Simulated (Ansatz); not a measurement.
# SnO2 in Ansatz, settings compared

input.yaml:

```yaml
crystal:
  lattice:
    - [0.0, 4.376004, 0.0]
    - [4.376004, 0.0, 0.0]
    - [2.188002, 2.188002, -3.64589]
  atoms:
    - { symbol: Sn, position: [0.0, 0.0, 0.0] }
    - { symbol: Sn, position: [0.75, 0.25, 0.5] }
    - { symbol: O, position: [0.375, 0.339, 0.75] }
    - { symbol: O, position: [0.661, 0.125, 0.25] }
    - { symbol: O, position: [0.875, 0.911, 0.75] }
    - { symbol: O, position: [0.089, 0.625, 0.25] }
  symmetry: { tolerance: 0.0003 }
kpoints:
  mp_grid: { grid: [5, 5, 5], shift: [0, 0, 0] }
magnetization:
  spin_polarized: false
scf:
  occupations: { method: fermi_dirac }
hamiltonian:
  pseudopotentials: { kind: paw }
  xc: pbe
basis:
  ecutwfc: 420
output:
  forces: true
  stress: true
  eigenvalues: true
```

Launch command:

```bash
ansatz run input.yaml --threads 1 --pin off --max-ram 2560MiB --backend cpu --events-out ev --progress --plain --runs-dir out
```

Origin of the cell: a known structure type with other elements, at an estimated volume, so it need not be a known compound.

The smearing width isn't typed, so it takes its default of 0.1 eV.

Output of this run (shortened):

```
Pseudopotentials: kind: paw
Pseudopotential: Sn, paw, valence charge 14, recommended cutoff 420 eV (normal), Sn.paw.azcp
Pseudopotential: O, paw, valence charge 6, recommended cutoff 420 eV (normal), O.paw.azcp
Functional definition: PBE
  exchange = pbe_x(kappa = kappa, mu = beta*pi^2/3)
  correlation = pbe_c(beta = beta)
Crystal: 6 atoms, lattice volume = 69.817 Å³
Basis set: ecut = 420 eV, 1357 PW (Γ), exchange–correlation on 60×60×64 points (8 copies of the dense FFT grid, shifted against one another)
Bands: 32, of which v1, the nominal top of the filled ones, is band 26 counted from 1 (25 counted from 0)
Symmetry: 8 space group operations
Space group: I-42d (ITA 122), of the structure as read, at distance tolerance 1.2e-3 Å
k-points: 18 of 125 (time reversal used)
[… 4 lines left out …]
Initial density: superposition of atomic densities (neutral atoms: chi_scale 0, normalization atom), corrected by the library's trained network
Functional: x = pbe(κ = 0.804, μ = 0.219515), c = pbe(β = 0.066725)
SCF iter   1: F=—  HF=-14303.838699 eV  Δρ=5.06e-3  dr2=1.16e-2  defer=1
SCF iter   2: F=—  HF=-14303.839691 eV  Δρ=2.24e-3  dr2=1.60e-3  defer=3
SCF iter   3: F=—  HF=-14303.840096 eV  Δρ=9.97e-4  dr2=2.48e-4
SCF iter   4: F=—  HF=-14303.840446 eV  Δρ=3.69e-4  dr2=3.84e-5
SCF iter   5: F=—  HF=-14303.840504 eV  Δρ=7.26e-5  dr2=1.41e-6
SCF iter   6: F=-14303.840508 eV  HF=-14303.840507 eV  Δρ=9.13e-6  dr2=2.18e-8
SCF 1 converged in 6 iterations: F = -14303.840508 eV  dr2 = 2.18e-8
SCF converged after 6 iterations
Free energy (F): -14303.840508 eV
Harris-Foulkes:  -14303.840507 eV  (|F-HF|=6.40e-8)
Internal energy: -14303.840508 eV  (E = F + TS)
E sigma→0 (E₀):  -14303.840508 eV
Entropy (-TS):   -0.000000 eV (-0.000 meV/atom)
Fermi energy:    10.809372 eV
--- Per-component energies (eV) ---
  E_band       = -127.011107
  E_kinetic    = 1134.781254
  E_local      = -3699.361302  (includes V_loc(G=0)·N_el)
  E_nonlocal   = 146.608050
  E_hartree    = 1885.326778
  E_xc         = -1067.327324
  E_vxc        = -579.643713  (∫ρ·V_xc dr)
  E_paw        = -8938.483411  (= ΣΔE_a)
  E_vpaw       = -900.062914  (= ΣTr[D̂ρ^β])
  E_aug_tail   = 0.010393  (compensation charges beyond the density's cutoff)
  E_ewald      = -3765.394946
  E_smearing   = -0.000000  (= −TS)
  Σ components = -14303.840508   (vs F -14303.840508, Δ=0.00e0)
--- Forces (eV/Å), atoms counted from 1 ---
  atom   1  Sn     0.000000     0.000000     0.000000
  atom   2  Sn    -0.000000     0.000000     0.000000
  atom   3  O     11.467507     0.000000    -0.000000
  atom   4  O      0.000000   -11.467507    -0.000000
  atom   5  O    -11.467507     0.000000     0.000000
  atom   6  O      0.000000    11.467507     0.000000
  max |Σ_I F_I| component: 1.30e-17 eV/Å
--- Stress (GPa, compression-positive) ---
      144.132972       0.000000      -0.000000
        0.000000     144.132972      -0.000000
       -0.000000      -0.000000     126.243500
  P = ⅓ Tr σ = 138.1698 GPa (1381.698 kbar)
```

The same input was run again with these changes:

1. `basis.ecutwfc` 420 → "500 eV"; `accuracy` default → high
2. `scf.mixing.preconditioner` default → local_kerker; `scf.mixing.algorithm` default → broyden; `scf.mixing.beta` default → 0.05; `scf.mixing.ndim` default → 16; `basis.ecutrho_ratio` default → 9
3. `scf.initial_density.chi_scale` default → 0.3
4. `scf.mixing.algorithm` default → msr1; `scf.mixing.beta` default → 0.5; `kpoints.mp_grid.grid` [5, 5, 5] → [2, 2, 2]; `hamiltonian.xc` pbe → pbesol

| run | end | SCF iterations | P (GPa) | max force component (eV/Å) | moment (μB) | ΔE(σ→0) (meV/atom) |
| --- | --- | --- | --- | --- | --- | --- |
| base | converged | 6 | 138.17 | 11.468 | – | 0 |
| 1 | converged | 8 | 137.89 | 11.441 | – | -9.41 |
| 2 | converged | 11 | 138.17 | 11.467 | – | 0.00 |
| 3 | converged | 7 | 138.17 | 11.467 | – | 0.00 |
| 4 | converged | 6 | 130.84 | 11.021 | – | – |

Energies are compared only where functional, datasets, charge and starting cell are the same.

Not properties of the system: run 4 (too coarse or loose: `kpoints.mp_grid.grid` = [2, 2, 2]).

Caveats of the base run: the given cell is far from equilibrium, with atoms too close or a volume far off.

Time of the base run: 2.2 s on 1 thread of Intel(R) Xeon(R) 6975P-C (Granite Rapids), with other jobs on the host, peak memory 0.36 GiB, from the program's own first density.
